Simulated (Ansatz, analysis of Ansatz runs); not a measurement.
# A hop of O in TiO2 (I4_1/amd), charge −2

Wanted: path and barrier of a jump of O in TiO2 (I4_1/amd) at charge −2. The case: O_i by the interstitialcy path, in a cell of 96 host atoms with 1 O put in.

Calculated with Ansatz 0.2.0; plane-wave PAW DFT, PBEsol; nudged elastic band between two relaxed defect structures at fixed charge in a uniform background.

## Step 1: Set-up

The cell holds 97 atoms: 32 Ti and 65 O. Cell: a = 10.660 Å, b = 10.660 Å, c = 9.558 Å, α = 90.0°, β = 90.0°, γ = 90.0°. It derives from TiO2 (space group I4_1/amd). Nearest the centre at fractional (0.688, 0.312, 0.229): O64 at 0.96 Å, O97 at 0.96 Å, Ti53 at 2.12 Å, Ti56 at 2.12 Å, O70 at 2.19 Å, O95 at 2.19 Å, Ti52 at 2.38 Å, O68 at 2.76 Å. The cell carries charge −2.

The cell's shortest repeat is 9.6 Å.

## Step 2: Relaxation of the start point, charge −2

A barrier is counted from a minimum, so both ends are relaxed first. Small random displacements break the symmetry of the ideal sites, so that the defect can distort if it gains by it. The charge of −2 is set by the electron count, and a uniform background keeps the cell neutral.

Input file qm2.start/input.yaml:

```yaml
crystal:
  lattice:
    - [7.53758642, 7.53758642, 0.0]
    - [-7.53758642, 7.53758642, 0.0]
    - [0.0, 0.0, 9.55830747]
  atoms:
    - { symbol: Ti, position: [0.0, 0.0, 0.0] }
    - { symbol: Ti, position: [0.0, 0.25, 0.5] }
[... 5 atom lines left out ...]
    - { symbol: Ti, position: [0.375, 0.375, 0.25] }
[... 2 atom lines left out ...]
    - { symbol: O, position: [0.375, 0.125, 0.95743051] }
    - { symbol: O, position: [0.375, 0.375, 0.45743051] }
    - { symbol: O, position: [0.0, 0.0, 0.20743051] }
[... 2 atom lines left out ...]
    - { symbol: O, position: [0.25, 0.25, 0.20743051] }
[... 2 atom lines left out ...]
    - { symbol: O, position: [0.375, 0.125, 0.54256949] }
    - { symbol: O, position: [0.375, 0.375, 0.04256949] }
[... 1 atom line left out ...]
    - { symbol: O, position: [0.0, 0.25, 0.29256949] }
[... 2 atom lines left out ...]
    - { symbol: Ti, position: [0.0, 0.5, 0.0] }
[... 11 atom lines left out ...]
    - { symbol: O, position: [0.0, 0.5, 0.20743051] }
[... 11 atom lines left out ...]
    - { symbol: Ti, position: [0.5, 0.0, 0.0] }
    - { symbol: Ti, position: [0.5, 0.25, 0.5] }
    - { symbol: Ti, position: [0.75, 0.0, 0.5] }
    - { symbol: Ti, position: [0.75, 0.25, 0.0] }
    - { symbol: Ti, position: [0.625, 0.125, 0.25] }
    - { symbol: Ti, position: [0.625, 0.375, 0.75] }
[... 1 atom line left out ...]
    - { symbol: Ti, position: [0.875, 0.375, 0.25] }
    - { symbol: O, position: [0.625, 0.125, 0.45743051] }
    - { symbol: O, position: [0.625, 0.375, 0.95743051] }
    - { symbol: O, position: [0.875, 0.125, 0.95743051] }
    - { symbol: O, position: [0.875, 0.375, 0.45743051] }
    - { symbol: O, position: [0.5, 0.0, 0.20743051] }
    - { symbol: O, position: [0.5, 0.25, 0.70743051] }
[... 1 atom line left out ...]
    - { symbol: O, position: [0.75, 0.25, 0.20743051] }
    - { symbol: O, position: [0.625, 0.125, 0.04256949] }
    - { symbol: O, position: [0.625, 0.375, 0.54256949] }
    - { symbol: O, position: [0.875, 0.125, 0.54256949] }
    - { symbol: O, position: [0.875, 0.375, 0.04256949] }
[... 1 atom line left out ...]
    - { symbol: O, position: [0.5, 0.25, 0.29256949] }
    - { symbol: O, position: [0.75, 0.0, 0.29256949] }
    - { symbol: O, position: [0.75, 0.25, 0.79256949] }
    - { symbol: Ti, position: [0.5, 0.5, 0.0] }
[... 1 atom line left out ...]
    - { symbol: Ti, position: [0.75, 0.5, 0.5] }
[... 1 atom line left out ...]
    - { symbol: Ti, position: [0.625, 0.625, 0.25] }
[... 3 atom lines left out ...]
    - { symbol: O, position: [0.625, 0.625, 0.45743051] }
[... 1 atom line left out ...]
    - { symbol: O, position: [0.875, 0.625, 0.95743051] }
[... 1 atom line left out ...]
    - { symbol: O, position: [0.5, 0.5, 0.20743051] }
[... 1 atom line left out ...]
    - { symbol: O, position: [0.75, 0.5, 0.70743051] }
    - { symbol: O, position: [0.75, 0.75, 0.20743051] }
    - { symbol: O, position: [0.625, 0.625, 0.04256949] }
[... 1 atom line left out ...]
    - { symbol: O, position: [0.875, 0.625, 0.54256949] }
[... 1 atom line left out ...]
    - { symbol: O, position: [0.5, 0.5, 0.79256949] }
[... 1 atom line left out ...]
    - { symbol: O, position: [0.75, 0.5, 0.29256949] }
[... 1 atom line left out ...]
    - { symbol: O, position: [0.625, 0.375, 0.25] }
total_charge: -2
basis:
  ecutwfc: 420
  xc_grid: 2
hamiltonian:
  xc: pbesol
kpoints:
  mp_grid: { grid: [1, 1, 1], shift: [0.25, 0.25, 0.25] }
scf:
  occupations: { method: fixed }
  max_iter: 100
output:
  forces: true
relax:
  f_tol: 0.02
  max_steps: 70
  random_displacement: { amplitude: 0.03, seed: 7307 }
```

On the command line:

```bash
$ ansatz run input.yaml --threads 32 --pin off --max-ram 84787MiB --backend cuda --events-out ev --progress --plain --runs-dir out --max-vram 78GiB
```

The program printed:

```text
[... repeated set-up lines and file paths are left out, and long positions are rounded to six places ...]
[...]
Engine: ansatz 0.2.0, aarch64-unknown-linux-gnu
[...]
Pseudopotential: Ti, paw, valence charge 12, recommended cutoff 420 eV (normal), Ti.paw.azcp
Pseudopotential: O, paw, valence charge 6, recommended cutoff 420 eV (normal), O.paw.azcp
Functional definition: PBEsol
[...]
Crystal: 97 atoms, lattice volume = 1086.114 Å³
Basis set: ecut = 420 eV, 21163 PW (Γ), exchange–correlation on 144×144×128 points (8 copies of the dense FFT grid, shifted against one another)
Bands: 485, of which v1, the nominal top of the filled ones, is band 388 counted from 1 (387 counted from 0)
[...]
k-points: 1
[...]
SCF iter  19: F=-115727.638697 eV  HF=-115727.638700 eV  |F-HF|=2.73e-6  |Δ(HF+E_count)|=   8.01e-7  Δρ=2.02e-5  dr2=6.36e-6  ethr=1.29e-9  ⟨swp⟩=3.0  Hψ=1072  notcnv=0
SCF 1 converged in 19 iterations: F = -115727.638697 eV  dr2 = 6.36e-6
[...]
relax step   1: F+E_penalty+E_count = -115727.63869722 eV  Δ(F+E_penalty+E_count) = +0.000e0 eV  max|allowed force component| = 2.132e0 eV/Å  Δτ_max = 0.0000 Å  (19 SCF iters, dr2 threshold 1.00e-5 eV [...]
[... the SCF cycles and remarks between the steps are left out from here to the last step ...]
relax step   9: F+E_penalty+E_count = -115734.54508887 eV  Δ(F+E_penalty+E_count) = -2.026e-1 eV  max|allowed force component| = 4.327e-1 eV/Å  Δτ_max = 0.2000 Å  (6 SCF iters, dr2 threshold 1.00e-4 e [...]
relax step  10: F+E_penalty+E_count = -115734.61516284 eV  Δ(F+E_penalty+E_count) = -7.007e-2 eV  max|allowed force component| = 8.718e-2 eV/Å  Δτ_max = 0.1345 Å  (6 SCF iters, dr2 threshold 5.64e-5 e [...]
[...]
relax step  12: F+E_penalty+E_count = -115734.61789902 eV  Δ(F+E_penalty+E_count) = -7.576e-8 eV  max|allowed force component| = 1.833e-2 eV/Å  Δτ_max = 0.0000 Å  (4 SCF iters, accepted)
[...]
```

Wall time 11 s (1 × NVIDIA GB200 with 32 threads of Arm Neoverse V2, shared host); peak memory 1.3 GiB; 34 s of CPU time.

Relaxation path:

```tsv
step	energy less that of the first step (eV)	largest force component (eV/Å)
1	0.0000	2.1321
2	-1.4262	2.1559
3	-2.8023	2.5728
4	-3.9954	2.3588
5	-4.9768	1.8917
6	-5.8797	1.8633
7	-6.4368	1.3764
8	-6.7038	0.7554
9	-6.9064	0.4327
10	-6.9765	0.0872
11	-6.9792	0.0184
12	-6.9792	0.0183
```

The atoms that moved most (Å, from the sites as typed, ahead of the random displacement, the mean shift of all atoms taken out):

```tsv
atom	dx	dy	dz	length
O64	1.057	0.000	-0.148	1.067
O97	0.791	-0.002	-0.552	0.965
Ti56	-0.019	-0.308	-0.055	0.313
Ti53	-0.020	0.304	-0.055	0.310
O57	-0.020	0.177	-0.035	0.182
O60	-0.019	-0.177	-0.034	0.181
O70	-0.048	-0.154	0.040	0.166
O95	-0.048	0.150	0.039	0.162
```

Neighbours of O97 at the end:

```tsv
atom	distance (Å)
Ti53	1.972
Ti56	1.973
Ti52	2.067
O64	2.150
O70	2.418
O95	2.418
O58	2.467
O65	2.603
O68	2.604
```

Read from the output:

```yaml
free_energy: -115734.6179 eV
r_m_s_move_of_the_farther_half_of_the_atoms: 0.02171 Å
largest_move_from_the_ideal_geometry_of_this_structure_a_common_shift_of_the_far_atoms_taken_out: 1.090 Å
```

The relaxation gained 6.979 eV and ended with a largest force component of 0.018 eV/Å.

## Step 3: Relaxation of the end point, charge −2

The end point is relaxed in the same cell and settings, so that the two energies compare. Atoms more than 3.2 Å from the middle of the hop start where the first relaxation left them, the nearer ones on or close to their ideal places, with small random displacements.

Input file qm2.end/input.yaml:

```yaml
crystal:
  lattice:
    - [7.53758642, 7.53758642, 0.0]
    - [-7.53758642, 7.53758642, 0.0]
    - [0.0, 0.0, 9.55830747]
  atoms:
    - { symbol: Ti, position: [-0.00064338, 0.00056208, -0.00112731] }
    - { symbol: Ti, position: [-0.00028009, 0.25052304, 0.49651838] }
[... 49 atom lines left out ...]
    - { symbol: Ti, position: [0.75, 0.25, 0.0] }
    - { symbol: Ti, position: [0.625, 0.125, 0.25] }
[... 2 atom lines left out ...]
    - { symbol: Ti, position: [0.875, 0.375, 0.25] }
[... 1 atom line left out ...]
    - { symbol: O, position: [0.625, 0.375, 0.95743051] }
[... 1 atom line left out ...]
    - { symbol: O, position: [0.875, 0.375, 0.45743051] }
[... 3 atom lines left out ...]
    - { symbol: O, position: [0.875, 0.125, 0.25] }
    - { symbol: O, position: [0.625, 0.125, 0.04256949] }
[... 2 atom lines left out ...]
    - { symbol: O, position: [0.875, 0.375, 0.04256949] }
[... 1 atom line left out ...]
    - { symbol: O, position: [0.5, 0.25, 0.29256949] }
[... 14 atom lines left out ...]
    - { symbol: O, position: [0.5, 0.5, 0.20743051] }
[... 9 atom lines left out ...]
    - { symbol: O, position: [0.75, 0.5, 0.29256949] }
[... 1 atom line left out ...]
    - { symbol: O, position: [0.75, 0.25, 0.207152] }
total_charge: -2
basis:
  ecutwfc: 420
  xc_grid: 2
hamiltonian:
  xc: pbesol
kpoints:
  mp_grid: { grid: [1, 1, 1], shift: [0.25, 0.25, 0.25] }
scf:
  occupations: { method: fixed }
  max_iter: 100
output:
  forces: true
relax:
  f_tol: 0.02
  max_steps: 70
  random_displacement: { amplitude: 0.01, seed: 7307 }
```

The program printed:

```text
[...]
Crystal: 97 atoms, lattice volume = 1086.114 Å³
Basis set: ecut = 420 eV, 21163 PW (Γ), exchange–correlation on 144×144×128 points (8 copies of the dense FFT grid, shifted against one another)
Bands: 485, of which v1, the nominal top of the filled ones, is band 388 counted from 1 (387 counted from 0)
[...]
k-points: 1
[...]
SCF iter  15: F=-115728.604903 eV  HF=-115728.604905 eV  |F-HF|=1.45e-6  |Δ(HF+E_count)|=   3.53e-6  Δρ=1.46e-5  dr2=3.52e-6  ethr=1.29e-9  ⟨swp⟩=4.0  Hψ=1455  notcnv=0
SCF 1 converged in 15 iterations: F = -115728.604903 eV  dr2 = 3.52e-6
[...]
relax step   1: F+E_penalty+E_count = -115728.60490317 eV  Δ(F+E_penalty+E_count) = +0.000e0 eV  max|allowed force component| = 2.724e0 eV/Å  Δτ_max = 0.0000 Å  (15 SCF iters, dr2 threshold 1.00e-5 eV [...]
[...]
relax step   9: F+E_penalty+E_count = -115734.39131648 eV  Δ(F+E_penalty+E_count) = -2.711e-1 eV  max|allowed force component| = 2.449e-1 eV/Å  Δτ_max = 0.2000 Å  (7 SCF iters, dr2 threshold 1.00e-4 e [...]
[...]
relax step  13: F+E_penalty+E_count = -115734.45851779 eV  Δ(F+E_penalty+E_count) = -5.617e-4 eV  max|allowed force component| = 9.017e-3 eV/Å  Δτ_max = 0.0093 Å  (8 SCF iters, accepted)
[...]
```

It took 14 s on 1 × NVIDIA GB200 with 32 threads; peak memory 1.3 GiB.

The steps of the relaxation:

```tsv
step	energy less that of the first step (eV)	largest force component (eV/Å)
1	0.0000	2.7236
2	-1.3696	1.7482
3	-2.1284	1.0014
4	-2.6166	1.3843
5	-3.2086	1.4157
6	-3.9095	2.0151
7	-4.8766	2.6644
8	-5.5153	0.9995
9	-5.7864	0.2449
10	-5.7877	0.5566
11	-5.8475	0.1639
12	-5.8531	0.0323
13	-5.8536	0.0090
```

The atoms that moved most (Å, from the sites as typed, ahead of the random displacement):

```tsv
atom	dx	dy	dz	length
O64	-0.451	-0.933	-1.182	1.572
O97	-0.450	0.084	0.103	0.469
O65	-0.449	-0.065	-0.079	0.460
O59	0.074	0.399	-0.088	0.415
O71	0.078	-0.232	0.173	0.300
Ti52	0.209	-0.050	0.124	0.248
Ti53	0.209	0.067	-0.101	0.241
O22	-0.057	-0.222	-0.042	0.233
```

Neighbours of O97 at the end:

```tsv
atom	distance (Å)
Ti56	1.824
Ti53	2.023
Ti52	2.072
O64	2.312
O68	2.481
O95	2.605
O70	2.609
O65	2.687
```

Numbers from this step:

| Item | Value |
| --- | --- |
| free energy | -115734.4585 eV |
| r.m.s. move of the farther half of the atoms | 0.04506 Å |
| largest move from the ideal geometry of this structure, a common shift of the far atoms taken out | 1.585 Å |

The relaxation gained 5.854 eV and ended with a largest force component of 0.0090 eV/Å. The end lies 0.159 eV above the start.

(Continued in part 2 of 3.)

[Logs are printed without paths, hosts, clocks, repeated set-up lines and the standing remarks that a program may print on its own settings, such as how far it seeks lower states.]

[Hosts, paths, dates, database ids (printed as entryN), source tags and the programs' standing remarks are cut or masked in the printed files.]
